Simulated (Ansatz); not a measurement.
# SnO2 (R-3m) in Ansatz: band structure with r2SCAN

Aim: the band structure of SnO2 with r2SCAN.

Program: Ansatz 0.2.0. These are calculated values, not measurements. Logs are shortened: lines on timing, memory, paths and dates and some standing lists are left out, and cuts for length are marked.

### Step 1. The structure

It takes space group R-3m (No. 166, trigonal). Conventional cell: a = 3.234 Å, b = 3.234 Å, c = 14.402 Å, α = 90.00°, β = 90.00°, γ = 120.00°. Around Sn (site symmetry -3m) lie 6 O at 2.13 Å. Around O (site symmetry 3m) lie 3 Sn at 2.13 Å.

Measurements of this composition are mostly on another form, of space group No. 136.

### Step 2. Band structure, r2SCAN, spin-orbit coupling, no magnetisation

input.yaml reads:

```yaml
crystal:
  lattice:
    - [1.6170930752, 0.9336291223, 4.800592584]
    - [-1.6170930752, 0.9336291223, 4.800592584]
    - [0.0, -1.8672582446, 4.800592584]
  atoms:
    - { symbol: Sn, position: [0.5, 0.5, 0.5] }
    - { symbol: O, position: [0.76283, 0.76283, 0.76283] }
    - { symbol: O, position: [0.23717, 0.23717, 0.23717] }
hamiltonian:
  xc: r2scan
  pseudopotentials: { kind: paw_fr }
magnetization:
  noncollinear: true
  spin_orbit: true
kpoints:
  mp_grid: { grid: [7, 7, 7] }
  band_path:
    path:
      - [[0.0, 0.0, 0.0], [0.5, 0.0, 0.0], [0.5, 0.1918821804, -0.1918821804]]
      - [[0.8081178196, 0.5, 0.1918821804], [0.5, 0.5, 0.5], [0.0, 0.0, 0.0], [0.3459410902, 0.0, -0.3459410902]]
      - [[0.6540589098, 0.3459410902, 0.0], [0.5, 0.5, 0.0], [0.6540589098, 0.6540589098, 0.1918821804], [0.5, 0.5, 0.5]]
      - [[0.5, 0.0, 0.0], [0.8081178196, 0.3459410902, 0.3459410902]]
    npoints: 14
scf:
  occupations: { method: fermi_dirac, width: 0.05 }
  n_extra_bands: 7
output:
  forces: true
  stress: true
  eigenvalues: true
  fatbands: true
```

Potentials or basis: Ansatz PAW.

Command:

```bash
> ansatz run input.yaml --threads 2 --pin off --max-ram 5632MiB --backend cpu --events-out ev --progress --plain --runs-dir out
```

Output:

```text
Warning: RAYON_NUM_THREADS=2 ignored (pool sized by the plan → 2); use --threads N
basis.fft_grid_basis auto: the FFT boxes are laid along the combinations [[1, 0, -1], [0, 1, -1], [0, 0, 1]] of the cell's own vectors, 3.234, 3.234 and 5.151 Å long. The dense box has 24×24×40 points. Along the cell's own vectors, as sized, it would have 40×40×40, 2.78 times as many. Of the 12 symmetry operations that the crystal satisfies within crystal.symmetry.tolerance (time reversal apart; of a slab, those that keep its plane) the dense box along the cell's own vectors carries 12, and the one as laid loses 8 of those. basis.fft_grid_basis: typed keeps the cell's own vectors: state it where this run's energies or levels are differenced outside the engine with another run's, or held beside a run that keeps those vectors.
scf.n_extra_bands = 7 over 26 filled bands (N_el = 26.0): the run solves 33 bands
Engine: ansatz 0.2.0, aarch64-unknown-linux-gnu
Pseudopotentials: kind: paw_fr
Pseudopotential: Sn, paw_fr, valence charge 14, recommended cutoff 500 eV (meta_gga), Sn.paw.azcp#standard-fr
Pseudopotential: O, paw_fr, valence charge 6, recommended cutoff 500 eV (meta_gga), O.paw.azcp#standard-fr
Functional definition: r2SCAN
  parameter k0 = 0.174
  parameter k1 = 0.065
  parameter a1 = 4.9479
  exchange = r2scan_x(k0 = k0, k1 = k1, a1 = a1)
  correlation = r2scan_c
non-collinear run that drives no moment, with spin-orbit: no starting moment large enough to seed its density (crystal.atoms[].spin), no starting occupations that ask for one, no magnetisation constraint and no magnetic field, so the semilocal B_xc is pinned to zero
Crystal: 3 atoms, lattice volume = 43.487 Å³
Basis set: ecut = 500 eV, 1091 PW (Γ), FFT grids on a1−a3, a2−a3, a3, exchange–correlation on 96×96×160 points (64 copies of the dense FFT grid, shifted against one another)
Bands: 33, of which v1, the nominal top of the filled ones, is band 26 counted from 1 (25 counted from 0)
Symmetry: 12 space group operations + 12 with time reversal
Magnetic group: BNS 166.98 (UNI 1328), of the structure as read, at distance tolerance 3.5e-5 Å
k-points: 44 of 343
Projection manifold: j_resolved (fully-relativistic pseudo-atomic orbitals)
Non-local potential: Sn, projectors of the file, l = 0: 2, l = 1: 4, l = 2: 4, l = 3: 4
Non-local potential: O, projectors of the file, l = 0: 2, l = 1: 4, l = 2: 2
PAW form: soft (Blöchl's): semilocal exchange-correlation on the pseudo side does not see the compensation charge
PAW frozen core: Sn, regenerated for the run's functional (the file was generated under x = pbe(κ = 0.804, μ = 0.2195149727645171), c = pbe(β = 0.06672455060314922))
PAW frozen core: O, regenerated for the run's functional (the file was generated under x = pbe(κ = 0.804, μ = 0.2195149727645171), c = pbe(β = 0.06672455060314922))
PAW one-centre angular grid: Sn, 590 points (default); XC on 273 of its mesh's 2787 points in the sphere
PAW one-centre angular grid: O, 302 points (default); XC on 160 Gauss nodes
Initial density: superposition of atomic densities (chi_scale 0.1, normalization cell, long waves kept (reshape's long-wave potential 0.10 eV rms))
Initial wavefunctions: pseudopotential atomic-orbital guess
Functional: x = r2scan, c = r2scan; τ floored in thin density (d = 2e-4 eV/Å³)
SCF iter   1: F=—  HF=-7165.428660 eV  |F-HF|=—  |Δ(HF+E_count)|=         —  Δρ=7.37e-2  dr2=1.77e0  dr2_τ=5.13e-2  dr2_m=0.00e0 (ungated)  ethr=3.10e-3  |M|=0.00e0 ∫|m|=0.00e0 μB  |m|>n=0.0e0 m-floor=0.0e0 τ_xc=0.0e0  β_m=0.30  ⟨swp⟩=8.2  Hψ=7981  notcnv=0  defer=7
preconditioner: auto → none  [insulator: Δε(μ)=2.671 eV  Ē_g=20.718 eV  σ=0.050 eV  W_gap=1.00  n_scr=14 (ndim 8)  ℏωp=28.7 eV  f_vac=0.078  D(μ)=0.00/eV (n_scr^D=0)  ε∞_Penn≈2.9]
SCF iter   2: F=—  HF=-7165.221800 eV  |F-HF|=—  |Δ(HF+E_count)|=   2.07e-1  Δρ=4.62e-2  dr2=5.14e-1  dr2_τ=7.13e-3  dr2_m=0.00e0 (ungated)  ethr=3.10e-3  |M|=0.00e0 ∫|m|=0.00e0 μB  |m|>n=0.0e0 m-floor=0.0e0 τ_xc=0.0e0  β_m=0.46  ⟨swp⟩=2.8  Hψ=2752  notcnv=0  defer=92
SCF iter   3: F=—  HF=-7165.241076 eV  |F-HF|=—  |Δ(HF+E_count)|=   1.93e-2  Δρ=1.37e-2  dr2=6.14e-2  dr2_τ=2.17e-3  dr2_m=0.00e0 (ungated)  ethr=1.98e-3  |M|=0.00e0 ∫|m|=0.00e0 μB  |m|>n=0.0e0 m-floor=0.0e0 τ_xc=0.0e0  β_m=0.49  ⟨swp⟩=3.2  Hψ=2732  notcnv=0  defer=92
SCF iter   4: F=—  HF=-7165.238146 eV  |F-HF|=—  |Δ(HF+E_count)|=   2.93e-3  Δρ=3.45e-3  dr2=2.14e-3  dr2_τ=9.35e-5  dr2_m=0.00e0 (ungated)  ethr=2.36e-4  |M|=0.00e0 ∫|m|=0.00e0 μB  |m|>n=0.0e0 m-floor=0.0e0 τ_xc=0.0e0  β_m=0.52  ⟨swp⟩=2.0  Hψ=2138  notcnv=0  defer=92
SCF iter   5: F=—  HF=-7165.238244 eV  |F-HF|=—  |Δ(HF+E_count)|=   9.74e-5  Δρ=4.53e-4  dr2=3.72e-5  dr2_τ=2.54e-6  dr2_m=0.00e0 (ungated)  ethr=8.23e-6  |M|=0.00e0 ∫|m|=0.00e0 μB  |m|>n=0.0e0 m-floor=0.0e0 τ_xc=0.0e0  β_m=0.58  ⟨swp⟩=2.2  Hψ=2110  notcnv=0  defer=92
SCF iter   6: F=—  HF=-7165.238270 eV  |F-HF|=—  |Δ(HF+E_count)|=   2.64e-5  Δρ=1.36e-4  dr2=2.18e-6  dr2_τ=2.03e-7  dr2_m=0.00e0 (ungated)  ethr=1.43e-7  |M|=0.00e0 ∫|m|=0.00e0 μB  |m|>n=0.0e0 m-floor=0.0e0 τ_xc=0.0e0  β_m=0.71  ⟨swp⟩=2.2  Hψ=2107  notcnv=0  defer=92
SCF iter   7: F=-7165.238274 eV  HF=-7165.238274 eV  |F-HF|=6.93e-9  |Δ(HF+E_count)|=   3.37e-6  Δρ=1.06e-5  dr2=3.12e-8  dr2_τ=1.18e-9  dr2_m=0.00e0 (ungated)  ethr=3.85e-10  |M|=0.00e0 ∫|m|=0.00e0 μB  |m|>n=0.0e0 m-floor=0.0e0 τ_xc=0.0e0  ⟨swp⟩=10.7  Hψ=8397  notcnv=0
SCF 1 converged in 7 iterations: F = -7165.238274 eV  dr2 = 3.12e-8
NSCF: frozen V_eff on 130 k-points
SCF converged after 7 iterations
Magnetization: |M| = 0.0000 μB,  M = (+0.0000, +0.0000, +0.0000) μB
Absolute magnetization: 0.0000 μB (∫|m|)
  site 0: m = (+0.0000, +0.0000, +0.0000) μB, |m| = 0.0000 μB  (R = 0.88 Å)
  site 1: m = (+0.0000, +0.0000, +0.0000) μB, |m| = 0.0000 μB  (R = 0.88 Å)
  site 2: m = (+0.0000, +0.0000, +0.0000) μB, |m| = 0.0000 μB  (R = 0.88 Å)
Free energy (F): -7165.238274 eV
Harris-Foulkes:  -7165.238274 eV  (|F-HF|=6.93e-9)
Internal energy: -7165.238274 eV  (E = F + TS)
E sigma→0 (E₀):  -7165.238274 eV
Fermi energy:    6.974145 eV
--- Per-component energies (eV) ---
  E_band       = -153.310052
  E_kinetic    = 538.627079
  E_local      = -1979.393261  (includes V_loc(G=0)·N_el)
  E_nonlocal   = 64.898651
  E_hartree    = 984.238794
  E_xc         = -517.716938
  E_vxc        = -311.167194  (∫ρ·V_xc dr)
  E_paw        = -4480.078131  (= ΣΔE_a)
  E_vpaw       = -454.807369  (= ΣTr[D̂ρ^β])
  E_aug_tail   = 0.001997  (compensation charges beyond the density's cutoff)
  E_vtau       = 20.050982  (kinetic-family band-sum trace: ∫τ·v_τ [+ j·A + Jᵃ·Aᵃ] dr)
  E_ewald      = -1776.498197
  E_core_change = 0.681731  (= ΣΔE_core)
  E_smearing   = -0.000000  (= −TS)
  E_closure    = -0.000000  (closes the sum)
  Σ components = -7165.238274   (vs F -7165.238274, Δ=0.00e0)
--- Forces (eV/Å), atoms counted from 1 ---
  atom   1  Sn     0.00000000    -0.00000000     0.00000000
  atom   2  O      0.00000000     0.00000000     0.63232750
  atom   3  O     -0.00000000    -0.00000000    -0.63232750
  max |Σ_I F_I| component: 5.51e-25 eV/Å
--- Stress (GPa, compression-positive) ---
       -7.756824       0.000000      -0.000000
       -0.000000      -7.756824       0.000000
       -0.000000       0.000000      -6.112748
  P = ⅓ Tr σ = -7.2088 GPa (-72.088 kbar)
--- Band table (eV; the first three rows and the last of 44) ---
  k-point 0: bands = ["-15.3232", "-15.3232", "-15.2617", "-15.2617", "-14.4139", "-14.4139", "-14.2446", "-14.2446", "-14.1458", "-14.1458", "-13.0803", "-13.0803", "-11.4497", "-11.4497", "1.7697", "1.7697", "4.3674", "4.3674", "4.4539", "4.4539", "4.7778", "4.7778", "4.7906", "4.7906", "5.5480", "5.5480", "8.0978", "8.0978", "12.0489", "12.0489", "17.2825", "17.2825", "17.9199"]
  k-point 1: bands = ["-15.3472", "-15.3472", "-15.2672", "-15.2672", "-14.4464", "-14.4464", "-14.2435", "-14.2435", "-14.1806", "-14.1806", "-12.9600", "-12.9600", "-11.1367", "-11.1367", "1.5240", "1.5240", "3.4723", "3.4723", "3.9565", "3.9565", "4.3367", "4.3367", "4.9631", "4.9631", "5.6096", "5.6096", "9.2076", "9.2076", "12.8152", "12.8152", "16.0359", "16.0359", "18.0272"]
  k-point 2: bands = ["-15.5464", "-15.5464", "-15.2286", "-15.2286", "-14.4992", "-14.4992", "-14.2293", "-14.2293", "-14.1308", "-14.1308", "-12.5724", "-12.5724", "-10.5747", "-10.5747", "0.5476", "0.5476", "2.4054", "2.4054", "3.2627", "3.2627", "3.9008", "3.9008", "5.0681", "5.0681", "5.4731", "5.4731", "10.8758", "10.8758", "13.8810", "13.8810", "15.4020", "15.4020", "18.7137"]
  k-point 43: bands = ["-15.3485", "-15.3485", "-15.2676", "-15.2676", "-14.4472", "-14.4472", "-14.2435", "-14.2435", "-14.1808", "-14.1808", "-12.8692", "-12.8692", "-11.2544", "-11.2544", "1.6138", "1.6138", "3.5148", "3.5148", "3.8981", "3.8981", "4.4173", "4.4173", "5.0169", "5.0169", "5.0603", "5.0603", "10.0179", "10.0179", "12.5857", "12.5857", "16.7633", "16.7633", "18.2151"]
```

bands.tsv:

```text
[... 154 lines left out ...]
```

Wall time 52 s (2 threads of Arm Neoverse V2, shared host); peak memory 0.6 GiB.

Results:

```yaml
Free_energy: -7165.2383 eV
Pressure: -7.2 GPa
Largest_force: 0.632 eV/Å
Band_gap_on_the_k_mesh: 2.45 eV, indirect (least direct gap 2.55 eV)
Band_gap_along_the_path: 2.44 eV, indirect (least direct gap 2.55 eV)
```

Forces in eV/Å, atoms in the order of the input:
```
Sn   0.000  0.000  0.000
O    0.000  0.000  0.632
O    0.000  0.000 -0.632
```

Levels at the corners of the path, in eV from the valence-band top:
```
point  band 24  band 25  band 26  band 27  band 28  band 29
    Γ    -0.87    -0.11    -0.11     2.44     2.44     6.39
    L    -0.57    -0.56    -0.56     5.99     5.99     8.46
   B1    -0.29    -0.28    -0.28     6.69     6.69    10.13
    B    -0.29    -0.28    -0.28     6.69     6.69    10.13
    Z    -0.83    -0.82    -0.82     3.69     3.69     6.26
    Γ    -0.87    -0.11    -0.11     2.44     2.44     6.39
    X    -0.30    -0.28    -0.28     6.72     6.72    10.15
    Q    -0.30    -0.28    -0.28     6.72     6.72    10.15
    F    -0.42    -0.02    -0.02     5.71     5.71     7.64
   P1    -0.46    -0.21    -0.21     5.77     5.77     7.90
    Z    -0.83    -0.82    -0.82     3.69     3.69     6.26
    L    -0.57    -0.56    -0.56     5.99     5.99     8.46
    P    -0.46    -0.21    -0.21     5.77     5.77     7.90
```

Caveat: the PAW data sets come from PBE, with cores solved anew for the run's functional, which leaves a small shift of forces and pressure. r2SCAN opens gaps a little over a GGA but as a rule still falls short of measured ones.
